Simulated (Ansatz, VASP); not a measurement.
**One calculation of MgO, two programs**

The input INCAR:

```
  PREC = Accurate
  ENCUT = 520
  EDIFF = 1E-7
  ISMEAR = 0
  SIGMA = 0.05
  LREAL = F
  LASPH = T
  NELM = 100
  ALGO = Normal
  ISIF = 2
  LWAVE = F
  LCHARG = T
  GGA = PS
  LELF = T
  LVHAR = T
  NBANDS = 16
```

The input KPOINTS:

```
regular mesh
0
Gamma
  9 9 6
```

The input POSCAR:

```
MgO
1.0
    3.4540523579      0.0000000000      0.0000000000
   -1.7270261790      2.9912970879      0.0000000000
    0.0000000000      0.0000000000      4.2924500482
Mg O
2 2
Direct
    0.6666666667      0.3333333333      0.7500000000
    0.3333333333      0.6666666667      0.2500000000
    0.6666666667      0.3333333333      0.2500000000
    0.3333333333      0.6666666667      0.7500000000
```

Input for Ansatz:

```yaml
crystal:
  lattice:
    - [3.4540523579, 0.0, 0.0]
    - [-1.727026179, 2.9912970879, 0.0]
    - [0.0, 0.0, 4.2924500482]
  atoms:
    - { symbol: Mg, position: [0.6666666667, 0.3333333333, 0.75] }
    - { symbol: Mg, position: [0.3333333333, 0.6666666667, 0.25] }
    - { symbol: O, position: [0.6666666667, 0.3333333333, 0.25] }
    - { symbol: O, position: [0.3333333333, 0.6666666667, 0.75] }
basis:
  ecutwfc: 520.0
kpoints:
  mp_grid: { grid: [9, 9, 6] }
hamiltonian:
  xc: pbesol
  pseudopotentials: { kind: paw, azcp: { folder: soft_1 } }
scf:
  occupations: { method: gaussian, width: 0.05 }
output:
  forces: true
  stress: true
  eigenvalues: true
```

Change from the starting cell: mode 5 frozen in at +0.000 Å, strain +e along z and -e/2 along x and y +0.0233.

Alike in both runs: task single point; functional PBEsol; k mesh 9 × 9 × 6; occupations gaussian, width 0.05 eV; no spin polarisation.

|  | VASP | Ansatz |
| --- | --- | --- |
| version | VASP 6.6.1 | Ansatz 0.2.0 |
| potentials or method | VASP PAW PBE potentials, release 64 (Mg, O) | scalar-relativistic, plane waves, PAW |
| plane-wave cutoff (eV) | 520 | 520 |
| valence electrons in the cell | 16 | 32 |

```tsv
	VASP	Ansatz	Ansatz less VASP
gap on the k mesh at the Fermi level (eV)	3.23	3.24	+0.009
least direct gap on the mesh (eV)	3.23	3.24	+0.009
pressure (GPa)	-0.3	0.2	+0.40
largest component of the traceless stress (GPa)	3.87	3.76	-0.110
```

The functional is the same, so the differences come from potentials, cutoffs and numerics. The two sets of potentials don't hold the same shells in valence. Ansatz warned: «pseudo_functional_mismatch».

Caveats: the PAW data sets were made with another functional, which shifts forces and pressure a little (VASP).
